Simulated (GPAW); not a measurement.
# BaTe (Fm-3m) in GPAW: convergence with density grid spacing (A)

Aim: find how far density grid spacing (A) must go before the results for BaTe settle, at r2SCAN. This setting moves, with any that are tied to it; all else stays.

Program: GPAW 26.7.0. These are calculated values, not measurements. Logs are shortened: lines on timing, memory, paths and dates and some standing lists are left out, and cuts for length are marked. The log counts tension as positive stress, the text compression.

### 1 The structure

The structure is cubic, space group Fm-3m (No. 225). Conventional cell: a = 6.820 Å, b = 6.820 Å, c = 6.820 Å, α = 90.00°, β = 90.00°, γ = 90.00°. Ba (site symmetry m-3m) has 6 Te at 3.41 Å as nearest neighbours. Te (site symmetry m-3m) has 6 Ba at 3.41 Å as nearest neighbours.

### 2 With density grid spacing (A) 0.24

Contents of run.py:

```python
from ase.dft.bandgap import bandgap
from ase.io import read, write
from ase.units import GPa
from gpaw import GPAW, PW

atoms = read('POSCAR')

calc = GPAW(mode=PW(600),
            h=0.24,
            xc='MGGA_X_R2SCAN+MGGA_C_R2SCAN',
            kpts={'size': (7, 7, 7), 'gamma': True},
            occupations={'name': 'fermi-dirac', 'width': 0.05},
            nbands=16,
            convergence={'density': 1e-05, 'energy': 1e-05},
            maxiter=100,
            txt='gpaw.txt')
atoms.calc = calc
energy = atoms.get_potential_energy()
forces = atoms.get_forces()
stress = atoms.get_stress()
calc.write('gs.gpw')
write('result.traj', atoms)
print(f'Energy: {energy:.6f} eV')
print('Forces (eV/A):')
print(forces.round(4))
print('Stress (GPa):', (stress / GPa).round(3))
print('Fermi level:', round(calc.get_fermi_level(), 4), 'eV')
print(f'Gap: {bandgap(calc)[0]:.4f} eV, direct: {bandgap(calc, direct=True)[0]:.4f} eV')
```

Contents of POSCAR:

```
BaTe
1.0
    0.0000000000      3.4100000000      3.4100000000
    3.4100000000      0.0000000000      3.4100000000
    3.4100000000      3.4100000000      0.0000000000
Ba Te
1 1
Direct
    0.0000000000      0.0000000000      0.0000000000
    0.5000000000      0.5000000000      0.5000000000
```

Potentials or basis: GPAW PAW data sets (gpaw-data 1.2.1), pw.

Started as:

```
$ OMP_NUM_THREADS=1 python run.py
```

Run time: 35 s. Hardware: 1 thread of Arm Neoverse V1, shared host; peak memory 0.31 GiB.

What came out:

```
Free energy            : -39.5766 eV
Pressure               : 4.3 GPa
Band gap on the k mesh : 1.76 eV, indirect (least direct gap 2.14 eV)
```

### 3 With density grid spacing (A) 0.2

Changes to run.py since step 2:

```diff
@@ -8,3 +8,3 @@
 calc = GPAW(mode=PW(600),
-            h=0.24,
+            h=0.2,
             xc='MGGA_X_R2SCAN+MGGA_C_R2SCAN',
```

POSCAR is that of step 2.

Potentials or basis: GPAW PAW data sets (gpaw-data 1.2.1), pw.

Started as:

```
$ OMP_NUM_THREADS=1 python run.py
```

It took 38 s on 1 thread of Arm Neoverse V1, shared host; peak memory 0.32 GiB.

Results:

```
Free energy            : -39.5768 eV
Pressure               : 4.3 GPa
Band gap on the k mesh : 1.76 eV, indirect (least direct gap 2.14 eV)
```

### 4 With density grid spacing (A) 0.17

Changes to run.py since step 3:

```diff
@@ -8,3 +8,3 @@
 calc = GPAW(mode=PW(600),
-            h=0.2,
+            h=0.17,
             xc='MGGA_X_R2SCAN+MGGA_C_R2SCAN',
```

POSCAR is that of step 3.

Started as:

```
$ OMP_NUM_THREADS=1 python run.py
```

Run time: 73 s. Hardware: 1 thread of Arm Neoverse V1, shared host; peak memory 0.34 GiB.

What came out:

```yaml
Free_energy: -39.5766 eV
Pressure: 4.3 GPa
Band_gap_on_the_k_mesh: 1.76 eV, indirect (least direct gap 2.14 eV)
```

### 5 With density grid spacing (A) 0.15

Changes to run.py since step 4:

```diff
@@ -8,3 +8,3 @@
 calc = GPAW(mode=PW(600),
-            h=0.17,
+            h=0.15,
             xc='MGGA_X_R2SCAN+MGGA_C_R2SCAN',
```

POSCAR is that of step 4.

Started as:

```
$ OMP_NUM_THREADS=1 python run.py
```

Run time: 2 min. Hardware: 1 thread of Arm Neoverse V1, shared host; peak memory 0.37 GiB.

Results (log left out):

```
Free energy            : -39.5765 eV
Pressure               : 4.3 GPa
Band gap on the k mesh : 1.76 eV, indirect (least direct gap 2.14 eV)
```

### 6 With density grid spacing (A) 0.13

Changes to run.py since step 5:

```diff
@@ -8,3 +8,3 @@
 calc = GPAW(mode=PW(600),
-            h=0.15,
+            h=0.13,
             xc='MGGA_X_R2SCAN+MGGA_C_R2SCAN',
```

POSCAR is that of step 5.

Potentials or basis: GPAW PAW data sets (gpaw-data 1.2.1), pw.

Started as:

```
$ OMP_NUM_THREADS=1 python run.py
```

It took 2.5 min on 1 thread of Arm Neoverse V1, shared host; peak memory 0.4 GiB.

It converged, with:

* Free energy: -39.5765 eV
* Pressure: 4.3 GPa
* Band gap on the k mesh: 1.76 eV, indirect (least direct gap 2.14 eV)

### 7 With density grid spacing (A) 0.11

Changes to run.py since step 6:

```diff
@@ -8,3 +8,3 @@
 calc = GPAW(mode=PW(600),
-            h=0.13,
+            h=0.11,
             xc='MGGA_X_R2SCAN+MGGA_C_R2SCAN',
```

POSCAR is that of step 6.

Started as:

```
$ OMP_NUM_THREADS=1 python run.py
```

Wall time 3.9 min (1 thread of Arm Neoverse V1, shared host); peak memory 0.44 GiB.

It converged, with:

```
Free energy            : -39.5765 eV
Pressure               : 4.3 GPa
Band gap on the k mesh : 1.76 eV, indirect (least direct gap 2.14 eV)
```

### 8 With density grid spacing (A) 0.09

Changes to run.py since step 7:

```diff
@@ -8,3 +8,3 @@
 calc = GPAW(mode=PW(600),
-            h=0.11,
+            h=0.09,
             xc='MGGA_X_R2SCAN+MGGA_C_R2SCAN',
```

POSCAR is that of step 7.

Potentials or basis: GPAW PAW data sets (gpaw-data 1.2.1), pw.

Started as:

```
$ OMP_NUM_THREADS=1 python run.py
```

gpaw.txt:

```text
__  _  _
 | _ |_)|_||  |
 |__||  | ||/\| - 26.7.0

Input parameters:
  mode=PW(ecut=600.0),
  convergence={'density': 1e-05, 'energy': 1e-05},
  h=0.09,
  kpts=MonkhorstPack(size=(7, 7, 7), gamma=True),
  maxiter=100,
  nbands=16,
  occupations=Occupations(name='fermi-dirac', width=0.05),
  xc=XC(name='MGGA_X_R2SCAN+MGGA_C_R2SCAN')

Diagonalizing LCAO Hamiltonian
Converting LCAO to pw mode

                  Te

       Ba

Atoms  # Å, Bohr magnetons
|   | symbol |        x |        y |        z |    initial magnetic moments |
|---|--------|----------|----------|----------|-----------------------------|
| 0 |     Ba | 0.000000 | 0.000000 | 0.000000 | ( 0.0000,  0.0000,  0.0000) |
| 1 |     Te | 3.410000 | 3.410000 | 3.410000 | ( 0.0000,  0.0000,  0.0000) |

Unit cell  # Å
| periodic |        x |        y |        z |  lengths |    angles |
|----------|----------|----------|----------|----------|-----------|
|      yes | 0.000000 | 3.410000 | 3.410000 | 4.822468 | 60.000000 |
|      yes | 3.410000 | 0.000000 | 3.410000 | 4.822468 | 60.000000 |
|      yes | 3.410000 | 3.410000 | 0.000000 | 4.822468 | 60.000000 |

Number of symmetries: 48
Symmetry operations  # r_c * U_cc + t_c -> r_c
|    | kind |            matrix            |
|----|------|------------------------------|
|  0 |  σ   |  1, 0, 0,  1, 0,-1,  1,-1, 0 |
|  1 |  C2  |  1, 0, 0,  1,-1, 0,  1, 0,-1 |
|  2 |  E   |  1, 0, 0,  0, 1, 0,  0, 0, 1 |
|  3 |  σ   |  1, 0, 0,  0, 0, 1,  0, 1, 0 |
|  4 |  C4  |  1, 0,-1,  1, 0, 0,  1,-1, 0 |
|  5 |  S6  |  1, 0,-1,  1,-1, 0,  1, 0, 0 |
|  6 |  σ   |  1, 0,-1,  0, 1,-1,  0, 0,-1 |
|  7 |  C3  |  1, 0,-1,  0, 0,-1,  0, 1,-1 |
|  8 |  S6  |  1,-1, 0,  1, 0, 0,  1, 0,-1 |
|  9 |  C4  |  1,-1, 0,  1, 0,-1,  1, 0, 0 |
| 10 |  C3  |  1,-1, 0,  0,-1, 1,  0,-1, 0 |
| 11 |  σ   |  1,-1, 0,  0,-1, 0,  0,-1, 1 |
| 12 |  σ   |  0, 1, 0,  1, 0, 0,  0, 0, 1 |
| 13 |  C4  |  0, 1, 0,  0, 1,-1, -1, 1, 0 |
| 14 |  C3  |  0, 1, 0,  0, 0, 1,  1, 0, 0 |
| 15 |  S6  |  0, 1, 0, -1, 1, 0,  0, 1,-1 |
[... 144 lines left out ...]
  Backstep threshold: 4.0
  History deletion threshold: 6.0
  Fourier metric: weight=20.0, sigma=0.015

occupation numbers:
  Fermi-Dirac:
    width: 0.0500  # eV

poisson solver:
  ecut: 4800.0  # eV

xc functional:
  name: MGGA_X_R2SCAN+MGGA_C_R2SCAN with 2 nearest neighbor stencil

convergence criteria:
- Maximum integral of absolute [dens]ity change: 1e-05 electrons / valence electron
- Maximum [total energy] change in last 3 cyles: 1e-05 eV / valence electron
- Maximum integral of absolute [eigenst]ate change: 4e-08 eV^2 / valence electron
maximum number of iterations: 100

SCF iterations
|iter     | |      energy | eigst |  dens |
|---------|-|-------------|-------|-------|
|iter:   1| |  -43.673463 | -0.11 |       |
|iter:   2| |  -39.679316 | -1.55 | -1.13 |
|iter:   3| |  -39.829082 | -1.49 | -1.13 |
|iter:   4| |  -39.571080 | -2.13 | -1.14 |
|iter:   5| |  -39.576597 | -3.22 | -1.66 |
|iter:   6| |  -39.576365 | -4.35 | -2.31 |
|iter:   7| |  -39.576456 | -5.53 | -2.86 |
|iter:   8| |  -39.576456c| -6.78 | -3.44 |
|iter:   9| |  -39.576456c| -7.09 | -3.70 |
|iter:  10| |  -39.576456c| -7.82c| -4.64 |
|iter:  11| |  -39.576456c| -8.58c| -5.25c|

Converged in 11 steps
Energy contributions relative to reference atoms: (reference = -406068.525945)

Energy contributions:
  Kinetic:           3.594468
  Coulomb:          -0.766451
  Zero:             -0.644567
  External:          0.000000
  Xc:              -41.759907
  Entropy:          -0.000000
  Spinorbit:         0.000000
  ----------------------------
  Free energy:     -39.576456
  Extrapolated:    -39.576456

dipole moment: (-41.142771, -41.142771, -41.142771)  # |e|*Ang

Fermi level: 6.008
Eigenvalues  # (at kpt = [0.000, 0.000, 0.000])
| band index |      eig [eV] | occ [0-2] |
|------------|---------------|-----------|
|          0 |       -22.397 |     2.000 |
|          1 |        -7.206 |     2.000 |
|          2 |        -7.206 |     2.000 |
|          3 |        -7.206 |     2.000 |
|          4 |        -4.823 |     2.000 |
|          5 |         5.142 |     2.000 |
[... 8 lines left out ...]
|         14 |        12.614 |     0.000 |
|         15 |        18.606 |     0.000 |

Gap: 1.759 eV
Transition (v -> c):
  (s=0, k=0, n=7, [0.00, 0.00, 0.00]) -> (s=0, k=16, n=8, [0.43, 0.43, 0.00])
Direct/indirect transitions are different
Direct gap: 2.136 eV
Transition at: (s=0, k=16, n=7, [0.43, 0.43, 0.00])

Forces  # eV/Ang
|       x |        y |        z |
|---------|----------|----------|
| 0.00000 | -0.00000 | -0.00000 |  # Ba   0
| 0.00000 | -0.00000 | -0.00000 |  # Te   1

Stress tensor  # eV/Ang^3
|         x |         y |         z |
|-----------|-----------|-----------|
| -0.026947 | -0.000000 |  0.000000 |
| -0.000000 | -0.026947 |  0.000000 |
|  0.000000 |  0.000000 | -0.026947 |

# Writing to gs.gpw (mode='')
```

Run time: 6.4 min. Hardware: 1 thread of Arm Neoverse V1, shared host; peak memory 0.56 GiB.

What came out:

```
Free energy            : -39.5765 eV
Pressure               : 4.3 GPa
Band gap on the k mesh : 1.76 eV, indirect (least direct gap 2.14 eV)
```

### 9 Summary

```tsv
density grid spacing (A)	energy less the tightest run, at zero smearing (meV/atom)	SCF cycles	CPU time (s)	peak memory (GiB)
0.24	-0.08	11	35	0.31
0.2	-0.18	11	38	0.32
0.17	-0.08	11	73	0.34
0.15	-0.04	11	120	0.37
0.13	-0.02	11	150	0.4
0.11	-0.01	11	230	0.44
0.09	0.00	11	380	0.56
```

Against the tightest run, the energy stays within 1 meV/atom from 0.24 on. The tightest run that finished is the yardstick and may itself not be fully converged.

Caveats: the PAW data sets were made with another functional, which shifts forces and pressure a little; spin-orbit coupling is left out, which moves the levels of the heavy elements; an odd mesh through Γ misses points on the zone boundary, where band edges often lie.
